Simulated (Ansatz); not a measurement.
Consider CaF2 in the fluorite structure (space group Fm-3m, No. 225; a = 5.4391 Å). Axes: x, y, z lie along the cube axes.

Method: plane-wave PAW DFT at the r2SCAN level (Ansatz, a quantum-chemistry and plane-wave program, 500 eV), spin-orbit coupling left out.

Before the change:

| Item | Result |
|---|---|
| Pressure | 0.00 GPa |
| Electron mass | 0.56 mₑ (at Γ) |

It is then changed as follows: tensile biaxial strain of 4.53 % in the plane normal to [111], as in epitaxy on a mismatched substrate; the out-of-plane cell vector and the atoms relax.

Estimate the effect on the pressure.

The pressure (mean of the normal stresses, compression positive) goes from zero to -3.58 GPa.

What happens to the electron mass?

The electron mass stays 0.56 mₑ (at Γ).

What happens to the ratio −ε⊥/ε∥?

The ratio −ε⊥/ε∥ amounts to 0.87.

The levels and masses belong to the bands next to the band gap. Masses are band curvatures over ±0.01 Å⁻¹ around the edge. Stability against distortions was not tested.
